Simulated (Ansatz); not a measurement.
## CoO (distorted cell): a single point, step by step

With Ansatz 0.2.0 through its Python package.

Notebook, run cell by cell (the value of a cell's last expression is shown):

**Cell 1**
```python
from collections import Counter
import warnings

import ansatz as az
import numpy as np
from pymatgen.core import Structure
```

**Cell 2**
```python
config = {
    "functional": "pbesol",
    "cutoff": 510,
    "mesh": (5, 5, 5),
    "smearing": "fermi_dirac",
    "sigma": 0.05,
}
```

**Cell 3**
```python
warnings.simplefilter("ignore", az.DeckWarning)
```

**Cell 4**
```python
xtal = (
    az.Lattice.of([1.60222, 0.92504, 5.13294], [-1.60222, 0.92504, 5.13294], [0.0, -1.85008, 5.13294])
    .atom("Co", [0.99206, 0.97628, 0.079])
    .atom("Co", [0.54927, 0.48757, 0.42578])
    .atom("O", [0.404, 0.37922, 0.353])
    .atom("O", [0.92549, 0.89054, 0.82856])
    .moments(Co=1.8)
)
```

**Cell 5**
```python
xtal.resolved().sites[-1]
```
Output:
```text
Site(symbol='O', position=(0.92549, 0.89054, 0.82856), moment=None, axis=None, held=None, saved=None)
```

**Cell 6**
```python
setup = xtal.calculation()
setup = setup.functional(config["functional"]).basis(config["cutoff"])
setup = setup.kpoints(*config["mesh"])
setup = setup.occupations(config["smearing"], width=config["sigma"])
setup = setup.spin("collinear").hubbard("Co", "d", u_eff=3.0)
setup = setup.density_of_states(energy_step=0.1, method="tetrahedron", nscf_kmesh_spacing=0.3).band_table()
setup = setup.stress()
history = []
done = setup.session().plan().execute(on_event=lambda event: history.append(event["data"]["dr2_ev"]) if event["event"] == "scf_iter" else None)
r = done.report
```
Output:
```text
RunWarning: an SCF from antiferromagnetic starting moments (-2.53, 2.51, 0.00, 0.00 Bohr magnetons, atom by atom) was not made, by what the run has read of turns of its moments that order reads lower: the deck asks for what bars it, or types moments that do (magnetization.spin_polarized, in the input reference, names some of the keys), or the run goes by scf.lower_state_search: light, the [...]
```

**Cell 7**
```python
r["n_iterations"], r["closed_by"]
```
Output:
```text
(36, 'deck_thresholds')
```

**Cell 8**
```python
print("density residual by iteration (eV):", " ".join(f"{value:.1e}" for value in history[:40]))

print("%-22s %14.5f eV" % ("F = E - TS", r["free_energy_ev"]))
print("%-22s %14.5f eV" % ("E", r["internal_energy_ev"]))
print("%-22s %14.5f eV" % ("Harris-Foulkes", r["harris_foulkes_ev"]))
print("%-22s %14.5f eV" % ("Fermi level", r["fermi_energy_ev"]))
```
Output:
```text
density residual by iteration (eV): 9.7e+01 1.8e+01 1.1e+01 1.7e+00 3.6e+00 3.9e-01 1.8e-01 4.8e-02 2.2e-02 1.3e-02 5.0e-02 2.4e-02 4.4e-02 5.2e-03 3.8e-03 1.5e-03 2.4e-04 6.2e-04 8.9e-04 1.0e-04 1.6e-04 2.5e-05 2.2e-05 3.6e-05 4.4e-05 2.5e-05 1.6e-05 7.5e-06 6.1e-06 5.5e-06 8.8e-06 1.9e-05 2.2e-06 3.7e-07 1.4e-07 9.0e-08
F = E - TS               -11301.51242 eV
E                        -11301.50965 eV
Harris-Foulkes           -11301.51242 eV
Fermi level                  10.68757 eV
```

**Cell 9**
```python
print(f"net moment {r['magnetization_mub']:.3f} muB, absolute {r['absolute_magnetization_mub']:.3f} muB")
for index, (site, m) in enumerate(zip(done.lattice.sites, r["site_moments_mub"])):
    print(f"  {index:2d} {site.symbol:2s} {m:7.3f}")
```
Output:
```text
net moment 5.972 muB, absolute 5.976 muB
   0 Co   2.284
   1 Co   2.199
   2 O    0.227
   3 O    0.309
```

**Cell 10**
```python
dos = done.density_of_states()
energy = np.asarray(dos.energies_ev) - dos.fermi_ev
top = min(levels[-1] for levels in r["eigenvalues_ev"]) - dos.fermi_ev  # the computed bands end here
for spin, channel in enumerate(dos.channels):
    g = np.asarray(channel.g_bin_mean_per_ev)
    peak = np.where(np.abs(energy) < 8, g, 0).argmax()
    print(f"channel {spin}: g(E_F) = {np.interp(0.0, energy, g):.3f} states/eV, highest peak within 8 eV {g[peak]:.2f} at {energy[peak]:.2f} eV")
grid = np.arange(-6, min(8, top), 0.5)
columns = [grid] + [np.interp(grid, energy, ch.g_bin_mean_per_ev) for ch in dos.channels]
np.savetxt("dos_coo.dat", np.column_stack(columns), fmt="%.3f", header="E-EF (eV), states/eV by channel")

final = Structure(done.lattice.cell_ang, [s.symbol for s in done.lattice.sites], [s.position_frac for s in done.lattice.sites])
shortest = {}
for site, neighbours in zip(final, final.get_all_neighbors(5.0)):
    for other in neighbours:
        pair = "-".join(sorted((site.specie.symbol, other.specie.symbol)))
        shortest[pair] = min(shortest.get(pair, 9e9), other.nn_distance)
for pair, distance in sorted(shortest.items(), key=lambda item: item[1]):
    print(f"shortest {pair:6s} {distance:.4f} A")
```
Output:
```text
channel 0: g(E_F) = 0.146 states/eV, highest peak within 8 eV 4.73 at -3.74 eV
channel 1: g(E_F) = 0.073 states/eV, highest peak within 8 eV 5.45 at -1.14 eV
shortest Co-O   1.6794 A
shortest Co-Co  2.6860 A
shortest O-O    3.0850 A
```

**Cell 11**
```python
principal = np.linalg.eigvalsh(np.array(r["stress_gpa"]))
mises = np.sqrt(0.5 * sum((principal[i] - principal[i - 1]) ** 2 for i in range(3)))
print("principal stresses (GPa, compression positive):", np.round(principal, 3))
print(f"mean {principal.mean():.3f} GPa, von Mises {mises:.3f} GPa, PV = {principal.mean() * r['setup']['cell_volume_ang3'] / 160.21766:.4f} eV")
```
Output:
```text
principal stresses (GPa, compression positive): [-2.693 20.249 26.933]
mean 14.830 GPa, von Mises 26.914 GPa, PV = 4.2249 eV
```

File `dos_coo.dat` afterwards:
```text
# E-EF (eV), states/eV by channel
-6.000 2.190 1.226
-5.500 3.515 1.597
-5.000 1.968 0.000
-4.500 1.927 0.778
-4.000 4.129 0.949
-3.500 4.016 2.010
-3.000 0.980 2.358
-2.500 1.749 0.000
-2.000 2.221 3.866
-1.500 1.599 1.270
-1.000 1.955 1.994
-0.500 1.446 0.000
0.000 0.146 0.073
0.500 0.000 1.091
1.000 0.006 1.028
1.500 0.049 0.735
2.000 0.087 1.901
2.500 0.140 3.664
3.000 0.177 2.593
3.500 0.208 0.537
4.000 0.283 0.267
4.500 0.394 0.286
5.000 0.525 0.311
5.500 0.528 0.376
6.000 0.498 0.511
6.500 0.690 0.584
7.000 0.304 0.590
7.500 0.360 0.550
```

Absolute energies stand on the zero of these potentials, so only differences at equal settings mean something. A total without «per atom» is that of the cell as typed. Other magnetic orders than the one started from may lie lower. For a metal this mesh is far too coarse, so the numbers only illustrate the procedure. Only differences from the Fermi energy are physical; the zero of the scale is a convention. The cell is a database structure, distorted on purpose. Warnings are shown shortened and without file and line. The density of states is complete only as far up as bands were computed. The script silences the warnings on its input, which a real study should read. The whole script took 110 s on 1 thread of Arm Neoverse V2, on a shared host, peak memory 0.86 GiB.

(Lines on the test bed's own set-up are left out of the output.)
